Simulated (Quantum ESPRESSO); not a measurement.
# PbS (Galena) (Fm-3m) in Quantum ESPRESSO: settings compared, part 3 of 4

Quantum ESPRESSO 7.5.

### Step 4. Phonons, LDA

pw.in

```
&CONTROL
  calculation = 'scf'
  prefix = 'pwscf'
  outdir = './tmp'
  pseudo_dir = './pseudo'
  tprnfor = .true.
  tstress = .true.
  disk_io = 'low'
/
&SYSTEM
  ibrav = 0
  nat = 2
  ntyp = 2
  ecutwfc = 56
  nbnd = 16
  occupations = 'smearing'
  smearing = 'fd'
  degauss = 0.00367493
/
&ELECTRONS
  conv_thr = 4d-10
  electron_maxstep = 120
  mixing_beta = 0.5
/
ATOMIC_SPECIES
Pb   207.2000 Pb.upf
S     32.0600 S.upf
CELL_PARAMETERS angstrom
   0.0000000000    2.9657500000    2.9657500000
   2.9657500000    0.0000000000    2.9657500000
   2.9657500000    2.9657500000    0.0000000000
ATOMIC_POSITIONS crystal
Pb     0.0000000000    0.0000000000    0.0000000000
S      0.5000000000    0.5000000000    0.5000000000
K_POINTS automatic
6 6 6 1 1 1
```

relax.in

```
&CONTROL
  calculation = 'vc-relax'
  prefix = 'pwscf'
  outdir = './tmp'
  pseudo_dir = './pseudo'
  tprnfor = .true.
  tstress = .true.
  disk_io = 'low'
  nstep = 40
  forc_conv_thr = 0.0001
  etot_conv_thr = 1d-06
/
&SYSTEM
  ibrav = 0
  nat = 2
  ntyp = 2
  ecutwfc = 56
  nbnd = 16
  occupations = 'smearing'
  smearing = 'fd'
  degauss = 0.00367493
/
&ELECTRONS
  conv_thr = 4d-10
  electron_maxstep = 120
  mixing_beta = 0.5
/
&IONS
  ion_dynamics = 'bfgs'
/
&CELL
  cell_dynamics = 'bfgs'
  press = 0
  press_conv_thr = 0.2
/
ATOMIC_SPECIES
Pb   207.2000 Pb.upf
S     32.0600 S.upf
CELL_PARAMETERS angstrom
   0.0000000000    2.9657500000    2.9657500000
   2.9657500000    0.0000000000    2.9657500000
   2.9657500000    2.9657500000    0.0000000000
ATOMIC_POSITIONS crystal
Pb     0.0000000000    0.0000000000    0.0000000000
S      0.5000000000    0.5000000000    0.5000000000
K_POINTS automatic
6 6 6 1 1 1
```

gamma.in

```
&CONTROL
  calculation = 'bands'
  prefix = 'pwscf'
  outdir = './tmp'
  pseudo_dir = './pseudo'
  disk_io = 'low'
  verbosity = 'high'
/
&SYSTEM
  ibrav = 0
  nat = 2
  ntyp = 2
  ecutwfc = 56
  nbnd = 16
  occupations = 'smearing'
  smearing = 'fd'
  degauss = 0.00367493
/
&ELECTRONS
  conv_thr = 1d-08
  electron_maxstep = 120
  mixing_beta = 0.5
  diago_full_acc = .true.
  startingwfc = 'random'
/
ATOMIC_SPECIES
Pb   207.2000 Pb.upf
S     32.0600 S.upf
CELL_PARAMETERS angstrom
   0.0000000000    2.9228894271    2.9228894271
   2.9228894271    0.0000000000    2.9228894271
   2.9228894271    2.9228894271    0.0000000000
ATOMIC_POSITIONS crystal
Pb     0.0000000000    0.0000000000    0.0000000000
S      0.5000000000    0.5000000000    0.5000000000
K_POINTS crystal
1
0.0 0.0 0.0 1
```

scf2.in

```
&CONTROL
  calculation = 'scf'
  prefix = 'pwscf'
  outdir = './tmp'
  pseudo_dir = './pseudo'
  tprnfor = .true.
  tstress = .true.
  disk_io = 'low'
/
&SYSTEM
  ibrav = 0
  nat = 2
  ntyp = 2
  ecutwfc = 56
  nbnd = 16
  occupations = 'fixed'
/
&ELECTRONS
  conv_thr = 1d-13
  electron_maxstep = 120
  mixing_beta = 0.5
  startingpot = 'file'
/
ATOMIC_SPECIES
Pb   207.2000 Pb.upf
S     32.0600 S.upf
CELL_PARAMETERS angstrom
   0.0000000000    2.9228894271    2.9228894271
   2.9228894271    0.0000000000    2.9228894271
   2.9228894271    2.9228894271    0.0000000000
ATOMIC_POSITIONS crystal
Pb     0.0000000000    0.0000000000    0.0000000000
S      0.5000000000    0.5000000000    0.5000000000
K_POINTS automatic
6 6 6 1 1 1
```

ph.in

```
phonons of PbS
&INPUTPH
  prefix = 'pwscf'
  outdir = './tmp'
  tr2_ph = 1d-18
  fildyn = 'dyn'
  niter_ph = 90
  alpha_mix(1) = 0.7
  epsil = .true.
/
0.0000000000 0.0000000000 0.0000000000
```

dynmat.in

```
&INPUT
  fildyn = 'dyn'
  asr = 'crystal'
  lperm = .true.
  filout = 'dynmat.disp'
  fileig = 'dynmat.eig'
/
```

dynmat_lo.in

```
&INPUT
  fildyn = 'dyn'
  asr = 'crystal'
  filout = 'dynmat_lo.disp'
  fileig = 'dynmat_lo.eig'
  q(1) = 0
  q(2) = 0
  q(3) = 1
/
```

Potentials or basis: PseudoDojo 0.4.1 SR LDA standard.

Run with:

```sh
$ OMP_NUM_THREADS=1 mpirun -n 4 pw.x -nk 4 -in pw.in > pw.out
$ OMP_NUM_THREADS=1 mpirun -n 4 pw.x -nk 4 -in relax.in > relax.out
$ OMP_NUM_THREADS=1 mpirun -n 4 pw.x -in gamma.in > gamma.out
$ OMP_NUM_THREADS=1 mpirun -n 4 pw.x -nk 4 -in scf2.in > scf2.out
$ OMP_NUM_THREADS=1 mpirun -n 4 ph.x -nk 4 -in ph.in > ph.out
$ OMP_NUM_THREADS=1 mpirun -n 1 dynmat.x -in dynmat.in > dynmat.out
$ OMP_NUM_THREADS=1 mpirun -n 1 dynmat.x -in dynmat_lo.in > dynmat_lo.out
```

pw.out:

```text
This program is part of the open-source Quantum ESPRESSO suite
     for quantum simulation of materials; please cite
[... 6 lines left out ...]
     using ibrav=0 with symmetry is DISCOURAGED, use correct ibrav instead

     K-points division:     npool     =       4
     Subspace diagonalization in iterative solution of the eigenvalue problem:
     a serial algorithm will be used

     G-vector sticks info
     --------------------
     sticks:   dense  smooth     PW     G-vecs:    dense   smooth      PW
     Sum         955     955    301                19891    19891    3383

     Using Slab Decomposition

     bravais-lattice index     =            0
     lattice parameter (alat)  =       7.9259  a.u.
     unit-cell volume          =     352.0710 (a.u.)^3
     number of atoms/cell      =            2
     number of atomic types    =            2
     number of electrons       =        20.00
     number of Kohn-Sham states=           16
     kinetic-energy cutoff     =      56.0000  Ry
     charge density cutoff     =     224.0000  Ry
     scf convergence threshold =      4.0E-10
     mixing beta               =       0.5000
     number of iterations used =            8  plain     mixing
     Exchange-correlation= SLA  PW   NOGX NOGC
                           (   1   4   0   0   0   0   0)

     celldm(1)=   7.925897  celldm(2)=   0.000000  celldm(3)=   0.000000
     celldm(4)=   0.000000  celldm(5)=   0.000000  celldm(6)=   0.000000

[... 8 lines left out ...]
               b(3) = (  0.707107  0.707107 -0.707107 )

     PseudoPot. # 1 for Pb read from file:
     Pb.upf
     Pseudo is Norm-conserving + core correction, Zval = 14.0
     Generated using ONCVPSP code by D. R. Hamann
     Using radial grid of 1638 points,  6 beta functions with:
                l(1) =   0
                l(2) =   0
                l(3) =   1
                l(4) =   1
                l(5) =   2
                l(6) =   2

     PseudoPot. # 2 for S  read from file:
     S.upf
     Pseudo is Norm-conserving + core correction, Zval =  6.0
     Generated using ONCVPSP code by D. R. Hamann
     Using radial grid of 1132 points,  6 beta functions with:
                l(1) =   0
                l(2) =   0
                l(3) =   1
                l(4) =   1
                l(5) =   2
                l(6) =   2

     atomic species   valence    mass     pseudopotential
     Pb               14.00   207.20000     Pb( 1.00)
     S                 6.00    32.06000     S ( 1.00)

     48 Sym. Ops., with inversion, found

   Cartesian axes

     site n.     atom                  positions (alat units)
         1        Pb     tau(   1) = (   0.0000000   0.0000000   0.0000000  )
         2        S      tau(   2) = (   0.7071068   0.7071068   0.7071068  )

     number of k points=    28  Fermi-Dirac smearing, width (Ry)=  0.0037
                       cart. coord. in units 2pi/alat
        k(    1) = (   0.0589256   0.0589256   0.0589256), wk =   0.0185185
        k(    2) = (   0.1767767   0.1767767  -0.0589256), wk =   0.0555556
        k(    3) = (   0.2946278   0.2946278  -0.1767767), wk =   0.0555556
        k(    4) = (  -0.2946278  -0.2946278   0.4124790), wk =   0.0555556
        k(    5) = (  -0.1767767  -0.1767767   0.2946278), wk =   0.0555556
        k(    6) = (  -0.0589256  -0.0589256   0.1767767), wk =   0.0555556
[... 20 lines left out ...]
        k(   27) = (   0.2946278   0.2946278   0.2946278), wk =   0.0185185
        k(   28) = (  -0.2946278  -0.2946278   0.8838835), wk =   0.0555556

     Dense  grid:    19891 G-vectors     FFT dimensions: (  40,  40,  40)

     Initial potential from superposition of free atoms

     starting charge      19.9983, renormalised to      20.0000
     Starting wfcs are   13 randomized atomic wfcs +    3 random wfcs

     Self-consistent Calculation

     iteration #  1     ecut=    56.00 Ry     beta= 0.50
     Davidson diagonalization with overlap
     ethr =  1.00E-02,  avg # of iterations =  5.5

     Threshold (ethr) on eigenvalues was too large:
     Diagonalizing with lowered threshold

     Davidson diagonalization with overlap
     ethr =  5.76E-04,  avg # of iterations =  1.9

     total energy              =    -162.68241844 Ry
     estimated scf accuracy    <       0.11207831 Ry
[... 57 lines left out ...]
     iteration # 10     ecut=    56.00 Ry     beta= 0.50
     Davidson diagonalization with overlap
     ethr =  3.17E-12,  avg # of iterations =  3.0

     End of self-consistent calculation

          k = 0.0589 0.0589 0.0589 (  2514 PWs)   bands (ev):

    -8.3183  -8.3171  -8.3171  -8.3094  -8.3094  -5.1219   2.0441   6.2745
     6.2745   6.4092  12.8013  13.0636  13.0636  15.0100  15.2171  15.2171
[... 73 lines left out ...]
    -8.4582  -8.3421  -8.2853  -8.2588  -8.2574  -3.4886   0.8858   3.3574
     5.0291   5.1001  12.2007  13.5979  13.6805  13.9070  19.6417  20.1560

          k =-0.5303 0.1768-0.0589 (  2486 PWs)   bands (ev):

    -8.4151  -8.3287  -8.3016  -8.2728  -8.2649  -3.7189   0.4085   4.4797
     4.9463   6.1546  11.6010  12.5133  12.7527  14.4075  19.0158  19.5143

          k =-0.4125 0.0589 0.0589 (  2487 PWs)   bands (ev):
[... 51 lines left out ...]
    -8.3641  -8.3300  -8.3081  -8.2820  -8.2714  -3.7563  -0.3404   5.1888
     6.3096   7.2634   9.7559  10.8005  11.9844  16.4875  17.6642  17.9057

     the Fermi energy is     8.5323 ev

!    total energy              =    -162.71654079 Ry
     estimated scf accuracy    <          2.5E-11 Ry
     smearing contrib. (-TS)   =      -0.00000009 Ry
     internal energy E=F+TS    =    -162.71654069 Ry

     The total energy is F=E-TS. E is the sum of the following terms:
     one-electron contribution =     -36.07623306 Ry
     hartree contribution      =      30.38309998 Ry
     xc contribution           =     -45.79376352 Ry
     ewald contribution        =    -111.22964409 Ry

     convergence has been achieved in  10 iterations

     Forces acting on atoms (cartesian axes, Ry/au):

     atom    1 type  1   force =    -0.00000000    0.00000000   -0.00000000
     atom    2 type  2   force =    -0.00000000   -0.00000000    0.00000000

     Total force =     0.000000     Total SCF correction =     0.000000

     Computing stress (Cartesian axis) and pressure

          total   stress  (Ry/bohr**3)                   (kbar)     P=      -25.86
  -0.00017580   0.00000000   0.00000000          -25.86        0.00        0.00
   0.00000000  -0.00017580   0.00000000            0.00      -25.86        0.00
   0.00000000   0.00000000  -0.00017580            0.00        0.00      -25.86

=------------------------------------------------------------------------------=
   JOB DONE.
=------------------------------------------------------------------------------=
```

relax.out:

```text
This program is part of the open-source Quantum ESPRESSO suite
     for quantum simulation of materials; please cite
[... 6 lines left out ...]
     using ibrav=0 with symmetry is DISCOURAGED, use correct ibrav instead

     K-points division:     npool     =       4
[... 1743 lines left out ...]
   0.00000018  -0.00000000  -0.00000000            0.03       -0.00       -0.00
  -0.00000000   0.00000018  -0.00000000           -0.00        0.03       -0.00
  -0.00000000  -0.00000000   0.00000018           -0.00       -0.00        0.03

=------------------------------------------------------------------------------=
   JOB DONE.
=------------------------------------------------------------------------------=
```

gamma.out:

```text
This program is part of the open-source Quantum ESPRESSO suite
     for quantum simulation of materials; please cite
         "P. Giannozzi et al., J. Phys.:Condens. Matter 21 395502 (2009);
         "P. Giannozzi et al., J. Phys.:Condens. Matter 29 465901 (2017);
         "P. Giannozzi et al., J. Chem. Phys. 152 154105 (2020);
     in publications or presentations arising from this work. More details at
[... 590 lines left out ...]

    -7.6900  -7.6900  -7.6900  -7.6816  -7.6816  -4.8732   3.0515   6.7535
     6.7535   6.7535  14.3035  14.3035  14.3035  15.6389  15.6389  15.6389

=------------------------------------------------------------------------------=
   JOB DONE.
=------------------------------------------------------------------------------=
```

Wall time 2.6 min (4 MPI ranks of Intel Xeon Platinum 8259CL at 2.50GHz (Skylake/Cascade Lake), shared host); peak memory 0.36 GiB.

What came out:

```yaml
Free_energy: -2213.8899 eV
Relaxed_volume: 24.97 Å³/atom
Relaxed_cell: a = 4.134 Å, b = 4.134 Å, c = 4.134 Å, α = 60.00°, β = 60.00°, γ = 60.00°
Space_group_after_relaxing_to_0.05_Å: Fm-3m (No. 225)
Pressure_after_relaxing: 0.0 GPa
Electronic_dielectric_tensor_diagonal: 18.62
Born_charges_mean_of_the_diagonal: Pb +4.66; S -4.63 e
Highest_phonon_frequency_at_Γ_LO-TO_splitting_left_out: 84 cm⁻¹
Static_dielectric_tensor_diagonal: 127.18
```

Step by step:
```tsv
step	energy change (eV)	largest force (eV/Å)	pressure (GPa)	volume (Å³)
1	0.0000	0.0000	-2.59	52.17
2	-0.0095	0.0000	-1.86	51.49
3	-0.0176	0.0000	-0.67	50.47
4	-0.0187	0.0000	0.04	49.91
5	-0.0187	0.0000	0.00	49.94
```

Final structure:
```xyz
2
Lattice="0.0000 2.9229 2.9229 2.9229 0.0000 2.9229 2.9229 2.9229 0.0000" Properties=species:S:1:pos:R:3 pbc="T T T"
Pb    0.0000    0.0000    0.0000
S     2.9229    2.9229    2.9229
```

Phonon frequencies in cm⁻¹ (negative: imaginary):
| q point | frequencies |
| --- | --- |
| (0.000, 0.000, 0.000) | -1 -1 -1 84 84 84 |

Electronic dielectric tensor:
```
18.62  0.00  0.00
 0.00 18.62  0.00
 0.00  0.00 18.62
```

Born effective charge tensors (e):
atom 1, Pb
```
4.66 0.00 0.00
0.00 4.66 0.00
0.00 0.00 4.66
```
atom 2, S
```
-4.63  0.00  0.00
 0.00 -4.63  0.00
 0.00  0.00 -4.63
```

Optical modes at Γ, degenerate ones joined, polar ones without the macroscopic field:
```
cm⁻¹  components  symmetry  active in  IR intensity, summed ((D/Å)²/amu)
  84           3       T1u         IR                              53.80
```

Zone-centre frequencies without and with the macroscopic field along z (cm⁻¹):
```
                optical modes in rising order
       without                       84 84 84
with the field                      84 84 220
```

Static dielectric tensor, electrons and zone-centre modes:
```
127.18   0.00   0.00
  0.00 127.18   0.00
  0.00   0.00 127.18
```

[end of part 3 of 4]
